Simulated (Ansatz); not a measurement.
TlCl (started from an entry of an open crystallographic database), relaxed with r2SCAN+rVV10, was run in the plane-wave code Ansatz under altered settings. All numbers are computed, without spin polarisation but where a row says otherwise.

```
Tl Cl
1.0
     3.79363    0.00000    0.00000
     0.00000    3.79363    0.00000
     0.00000    0.00000    3.79363
Tl Cl
1 1
Direct
  0.00000 0.00000 0.00000
  0.50000 0.50000 0.50000
```

The base run's other keys:
```yaml
kpoints:
  mp_grid: { grid: [4, 4, 4] }
hamiltonian:
  xc: hse06
scf:
  occupations: { method: fixed }
  n_extra_bands: 4
```

It takes 11 iterations with 1045 plane waves at 420 eV and 10 k points, and leaves a mean stress of +2.00 GPa. The gap over this mesh is 2.736 eV. It ran on 4 threads of Arm Neoverse N1 (shared host).

Outcomes, with energy and stress as changes against the base:
```tsv
setting	outcome	ΔF (meV/atom)	Δ mean stress (GPa)	gap on the mesh (eV)	iterations	wall time
PBE hybrid, exx coeff 0.5, omega 0.5 1/Å	converged	–	-0.2	2.653	11	11 s
PBE hybrid, exx coeff 0.3, unscreened	converged	–	-0.2	3.678	12	10 s
scf.exx.ecutfock_ratio: 2	converged	0.0	0.0	2.736	11	9.4 s
PBE hybrid, exx coeff 0.05, omega 0.5 1/Å	converged	–	+0.3	2.053	9	9.9 s
PBE hybrid, exx coeff -0.2, omega 0.5 1/Å	refused	–	–	–	–	0.04 s
basis.ecutwfc: 500	converged	-0.5	0.0	2.735	11	13 s
```
A dash marks a value that wasn't obtained or can't be compared. Stress is positive in compression. The base took 10 s.

- PBE hybrid, exx coeff 0.5, omega 0.5 1/Å. That is 50 % exact exchange, screened with ω = 0.5 1/Å, against HSE06's 25 % screened at 0.208 1/Å. The mean stress moves by -0.2 GPa and the gap on the mesh by -0.083 eV (to 2.653). Totals of different functionals aren't comparable.
- PBE hybrid, exx coeff 0.3, unscreened. That is 30 % exact exchange, at all ranges, against HSE06's 25 % screened at 0.208 1/Å. The mean stress moves by -0.2 GPa and the gap on the mesh by +0.942 eV (to 3.678). Totals of different functionals aren't comparable.
- PBE hybrid, exx coeff 0.05, omega 0.5 1/Å. That is 5 % exact exchange, screened with ω = 0.5 1/Å, against HSE06's 25 % screened at 0.208 1/Å. The mean stress moves by +0.3 GPa and the gap on the mesh by -0.683 eV (to 2.053). Totals of different functionals aren't comparable.
- PBE hybrid, exx coeff -0.2, omega 0.5 1/Å. The input is refused before any iteration. Error: invalid value for `hamiltonian.xc.exx.coeff`: must be finite and in (0, 1]; got -0.2

Within 1 meV an atom, 0.1 GPa and 0.005 eV of the base stay: scf.exx.ecutfock_ratio: 2; basis.ecutwfc: 500.

Spin-orbit coupling is left out; in compounds of Pb, Bi, Tl or Hg it can lower a gap by up to about 1 eV, split its edges or invert the bands.

The program warns that its thresholds are loose for a hybrid's stress.

The meshes of the hybrids are coarse, so their gaps aren't converged to the digits shown.
